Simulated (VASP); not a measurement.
# SnTe (Fm-3m) in VASP: notebook

The runs below take SnTe through single point, with PBE.

Program: VASP 6.6.1. These are calculated values, not measurements. Logs are shortened: lines on timing, memory, paths and dates and some standing lists are left out, and cuts for length are marked.

**What was measured.**

A printed reference work, textbook reports, for a bulk crystal of SnTe at 300 K: band gap 0.18 eV (direct).

The runs below are set against these values where they give the same quantity.

**1. The crystal as given**

It takes space group Fm-3m (No. 225, cubic). Conventional cell: a = 6.302 Å, b = 6.302 Å, c = 6.302 Å, α = 90.00°, β = 90.00°, γ = 90.00°. Sn (site symmetry m-3m) is surrounded by 6 Te at 3.15 Å. Te (site symmetry m-3m) is surrounded by 6 Sn at 3.15 Å.

**2. Single point, PBE**

INCAR reads:

```
SYSTEM = SnTe
  ALGO = Normal
  EDIFF = 1E-7
  ENCUT = 520
  GGA = PE
  ISIF = 2
  ISMEAR = 0
  LASPH = .True.
  LCHARG = .False.
  LREAL = .False.
  LWAVE = .False.
  NBANDS = 17
  NELM = 100
  PREC = Accurate
  SIGMA = 0.02
```

KPOINTS reads:

```
k-points
0
Gamma
  10 10 10
  0 0 0
```

POSCAR reads:

```
SnTe
1.0
    0.0000000000      3.1508500000      3.1508500000
    3.1508500000      0.0000000000      3.1508500000
    3.1508500000      3.1508500000      0.0000000000
Sn Te
1 1
Direct
    0.0000000000      0.0000000000      0.0000000000
    0.5000000000      0.5000000000      0.5000000000
```

Potentials or basis: VASP PAW PBE potentials, release 64 (Sn_d, Te).

Started as:

```console
$ cat potpaw_PBE.64/Sn_d/POTCAR potpaw_PBE.64/Te/POTCAR > POTCAR
$ mpirun -np 1 vasp_std > vasp.out
```

OUTCAR:

```text
SYSTEM = SnTe
   EDIFF = 1E-7
   ENCUT = 520
   GGA = PE
   ISIF = 2
   ISMEAR = 0
   LASPH = .True.
   LREAL = .False.
   NELM = 100
   PREC = Accurate

 ion  position               nearest neighbor table
   1  0.000  0.000  0.000-   2 3.15   2 3.15   2 3.15   2 3.15   2 3.15   2 3.15
   2  0.500  0.500  0.500-   1 3.15   1 3.15   1 3.15   1 3.15   1 3.15   1 3.15

  LATTYP: Found a face centered cubic cell.
 ALAT       =     6.3017000000

  Lattice vectors:

 A1 = (   0.0000000000,   3.1508500000,   3.1508500000)
 A2 = (   3.1508500000,   0.0000000000,   3.1508500000)
 A3 = (   3.1508500000,   3.1508500000,   0.0000000000)

Analysis of symmetry for initial positions (statically):
=====================================================================
 Subroutine PRICEL returns:
 Original cell was already a primitive cell.

 Routine SETGRP: Setting up the symmetry group for a
 face centered cubic supercell.

 Subroutine GETGRP returns: Found 48 space group operations
 (whereof 48 operations were pure point group operations)
 out of a pool of 48 trial point group operations.

The static configuration has the point symmetry O_h .

Analysis of symmetry for dynamics (positions and initial velocities):
=====================================================================
 Subroutine PRICEL returns:
 Original cell was already a primitive cell.

 Routine SETGRP: Setting up the symmetry group for a
 face centered cubic supercell.

 Subroutine GETGRP returns: Found 48 space group operations
 (whereof 48 operations were pure point group operations)
 out of a pool of 48 trial point group operations.

The dynamic configuration has the point symmetry O_h .

 Subroutine INISYM returns: Found 48 space group operations
 (whereof 48 operations are pure point group operations),
 and found     1 'primitive' translations

----------------------------------------------------------------------------------------

                                     Primitive cell

  volume of cell :      62.5624

  direct lattice vectors                    reciprocal lattice vectors
     0.000000000  3.150850000  3.150850000    -0.158687338  0.158687338  0.158687338
     3.150850000  0.000000000  3.150850000     0.158687338 -0.158687338  0.158687338
     3.150850000  3.150850000  0.000000000     0.158687338  0.158687338 -0.158687338

  length of vectors
     4.455974803  4.455974803  4.455974803     0.274854533  0.274854533  0.274854533

  position of ions in fractional coordinates (direct lattice)
[... 79 lines left out ...]
   EDIFF  = 0.1E-06   stopping-criterion for ELM
   LREAL  =      F    real-space projection
   EDIFFG = 0.1E-05   stopping-criterion for IOM
   NSW    =      0    number of steps for IOM
   IBRION =     -1    ionic relax: 0-MD 1-quasi-New 2-CG
   NFREE  =      0    steps in history (QN), initial steepest desc. (CG)
   ISIF   =      2    stress and relaxation
   ISYM   =      2    0-nonsym 1-usesym 2-fastsym
   POTIM  = 0.5000    time-step for ionic-motion
   TEBEG  =    0.0;   TEEND  =   0.0 temperature during run
   PSTRESS=    0.0 pullay stress
   NELECT =      20.0000    total number of electrons
   NUPDOWN=      -1.0000    fix difference up-down
   EMIN   =  10.00;   EMAX   =-10.00  energy-range for DOS
   EFERMI =   0.00;   METHOD = LEGACY
   ISMEAR =     0;   SIGMA  =   0.02  broadening in eV -4-tet -1-fermi 0-gaus
   EFERMI_NEDOS =   21; number of points for ismear=-14 and -15
   IALGO  =     38    algorithm
   IMIX   =      4    mixing-type and parameters
     AMIX     =   0.40;   BMIX     =  1.00
     AMIX_MAG =   1.60;   BMIX_MAG =  1.00
  volume/ion in A,a.u.               =      31.28       211.10
  Fermi-wavevector in a.u.,A,eV,Ry     =   1.119387  2.115336 17.048485  1.253028
  Thomas-Fermi vector in A             =   2.256026
   LORBIT       =      0    0 simple, 1 ext, 2 COOP (PROOUT), +10 PAW based schemes
   GGA     = PE    functional components
   LHFCALC =     F    Hartree Fock is set to
   AEXX    =    0.0000 exact exchange contribution
   IVDW    =     0    specifies the selected vdW correction
   LEPSILON=     F    determine dielectric tensor
   LRPA    =     F    only Hartree local field effects (RPA)
 non-spin polarized calculation
 Gauss-broadening in eV      SIGMA  =   0.02
  energy-cutoff  :      520.00
  volume of cell :       62.56
 maximum number of plane-waves:      1705
 NGX is ok and might be reduce to    36
   NGX = 17   NGY = 17   NGZ = 17

 number of electron      19.9999998 magnetization

 Free energy of the ion-electron system (eV)
  ---------------------------------------------------
  ext. energy  EPLUGINS =         0.00000000
  ---------------------------------------------------
  free energy    TOTEN  =        -7.54251337 eV

  energy without entropy =       -7.54251307  energy(sigma->0) =       -7.54251322

 E-fermi :   7.0183     XC(G=0):  -9.4943

 val. band max:        6.9705510470   @ k =   0.5000   0.0000   0.0000
 cond. band min:       7.0660947421   @ k =   0.5000   0.0000   0.0000
 fundamental gap:      0.0955436951
 Fermi energy:         7.0183228560

 k-point     1 :       0.0000    0.0000    0.0000
  band No.  band energies     occupation
      1     -14.9443      2.00000
      2     -14.9443      2.00000
      3     -14.9386      2.00000
      4     -14.9386      2.00000
      5     -14.9386      2.00000
      6      -5.8466      2.00000
[... 457 lines left out ...]
      4     -14.9304      2.00000
      5     -14.9300      2.00000
      6      -4.6567      2.00000
[... 9 lines left out ...]
     16      16.2015      0.00000
     17      16.6057      0.00000

 [... further k-points ...]

------------------------ aborting loop because EDIFF is reached ----------------------------------------

  FORCE on cell =-STRESS in cart. coord.  units (eV):
  Direction    XX          YY          ZZ          XY          YZ          ZX
  --------------------------------------------------------------------------------------
  -------------------------------------------------------------------------------------
  Total        0.8649526      0.8649526      0.8649526      0.0000000     -0.0000000      0.0000000
  in kB       22.1508156     22.1508156     22.1508156      0.0000000     -0.0000000      0.0000000
  external PRESSURE =      22.1508156 kB  Pullay stress =       0.0000000 kB

 VOLUME and BASIS-vectors are now :
 -----------------------------------------------------------------------------
  energy-cutoff  :      520.00
  volume of cell :       62.56
      direct lattice vectors                 reciprocal lattice vectors
     0.000000000  3.150850000  3.150850000    -0.158687338  0.158687338  0.158687338
     3.150850000  0.000000000  3.150850000     0.158687338 -0.158687338  0.158687338
     3.150850000  3.150850000  0.000000000     0.158687338  0.158687338 -0.158687338

 POSITION                                       TOTAL-FORCE (eV/Angst)
 -----------------------------------------------------------------------------------
      0.00000      0.00000      0.00000         0.000000     -0.000000     -0.000000
      3.15085      3.15085      3.15085        -0.000000      0.000000      0.000000
 -----------------------------------------------------------------------------------
    total drift:                               -0.000000      0.000000      0.000000

  FREE ENERGIE OF THE ION-ELECTRON SYSTEM (eV)
  ---------------------------------------------------
  free  energy   TOTEN  =        -7.5425133732 eV

  energy  without entropy=       -7.5425130728  energy(sigma->0) =       -7.54251322
```

OSZICAR:

```text
N       E                     dE             d eps       ncg     rms          rms(c)
DAV:   1     0.126522273250E+03    0.12652E+03   -0.94428E+03  1610   0.135E+03
DAV:   2     0.411135157420E+01   -0.12241E+03   -0.11902E+03  1739   0.332E+02
DAV:   3    -0.724926244771E+01   -0.11361E+02   -0.11182E+02  1944   0.892E+01
DAV:   4    -0.757904051931E+01   -0.32978E+00   -0.32951E+00  1840   0.158E+01
DAV:   5    -0.759212871529E+01   -0.13088E-01   -0.13088E-01  2368   0.309E+00    0.465E+00
DAV:   6    -0.754071225180E+01    0.51416E-01   -0.11833E-01  2158   0.229E+00    0.291E+00
DAV:   7    -0.754215892539E+01   -0.14467E-02   -0.50514E-02  1926   0.109E+00    0.777E-01
DAV:   8    -0.754239641260E+01   -0.23749E-03   -0.70209E-03  2032   0.670E-01    0.173E-01
DAV:   9    -0.754251416863E+01   -0.11776E-03   -0.59713E-04  2187   0.240E-01    0.324E-02
DAV:  10    -0.754250796486E+01    0.62038E-05   -0.98674E-05  2091   0.851E-02    0.163E-02
DAV:  11    -0.754251366929E+01   -0.57044E-05   -0.40307E-05  1968   0.500E-02    0.269E-02
DAV:  12    -0.754251342245E+01    0.24684E-06   -0.23988E-06  1922   0.107E-02    0.174E-02
DAV:  13    -0.754251337318E+01    0.49270E-07   -0.68065E-08  1406   0.178E-03
   1 F= -.75425134E+01 E0= -.75425132E+01  d E =-.300423E-06
```

It took 59 s on 1 thread of Intel Xeon Platinum 8488C (Sapphire Rapids), shared host; peak memory 0.22 GiB.

What came out:

| Item | Value |
| --- | --- |
| Free energy | -7.5425 eV |
| Pressure | 2.2 GPa |
| Band gap on the k mesh | 0.10 eV, direct |

Levels at points of the mesh, in eV from the valence-band top:
```csv
k point,band 6,band 7,band 8,band 9,band 10,band 11,band 12,band 13,band 14,band 15
"(0.00, 0.00, 0.00)",-12.82,-4.69,-2.16,-2.16,-2.16,3.34,3.34,3.34,4.74,4.74
"(0.50, 0.00, 0.00)",-11.54,-8.35,-1.82,-1.82,0.00,0.10,0.35,0.35,7.77,8.75
"(0.50, 0.50, 0.00)",-11.23,-6.48,-5.59,-3.76,-3.76,2.16,4.91,4.91,6.38,8.98
```

Caveat: spin-orbit coupling is left out, which moves the levels of the heavy elements.

**3. Single point, PBE**

INCAR is that of step 2.

KPOINTS reads:

```
k-points
0
Gamma
  12 12 12
  0 0 0
```

POSCAR is that of step 2.

Potentials or basis: VASP PAW PBE potentials, release 64 (Sn_d, Te).

Started as:

```console
$ cat potpaw_PBE.64/Sn_d/POTCAR potpaw_PBE.64/Te/POTCAR > POTCAR
$ mpirun -np 1 vasp_std > vasp.out
```

It took 2.1 min on 1 thread of Intel Xeon Platinum 8488C (Sapphire Rapids), shared host; peak memory 0.24 GiB.

The run converged. Its results:

```yaml
Free_energy: -7.5430 eV
Pressure: 2.3 GPa
Band_gap_on_the_k_mesh: 0.10 eV, direct
```

Levels at points of the mesh, in eV from the valence-band top:
| k point | band 7 | band 8 | band 9 | band 10 | band 11 | band 12 | band 13 | band 14 |
| --- | --- | --- | --- | --- | --- | --- | --- | --- |
| (0.00, 0.00, 0.00) | -4.69 | -2.16 | -2.16 | -2.16 | 3.34 | 3.34 | 3.34 | 4.74 |
| (0.50, 0.00, 0.00) | -8.35 | -1.82 | -1.82 | 0.00 | 0.10 | 0.35 | 0.35 | 7.77 |
| (0.50, 0.50, 0.00) | -6.48 | -5.59 | -3.76 | -3.76 | 2.16 | 4.91 | 4.91 | 6.38 |

Caveat: spin-orbit coupling is left out, which moves the levels of the heavy elements.

**4. How close it comes**

Step 2. A measured gap of SnTe is 0.18 eV (direct; 300 K; a printed reference work, textbook); the calculated 0.10 eV misses it by -0.08 eV. Spin-orbit coupling on Sn, Te is left out. The value is that of PBE on a finite k mesh, which can miss the band edges, without temperature or zero-point motion. Semilocal functionals fall short of measured gaps as a rule.

Step 3. Against the measured gap of SnTe, 0.18 eV (direct; 300 K; a printed reference work, textbook), the calculated 0.10 eV is off by -0.08 eV. Spin-orbit coupling on Sn, Te is left out. The value is that of PBE on a finite k mesh, which can miss the band edges, without temperature or zero-point motion. Semilocal functionals fall short of measured gaps as a rule.
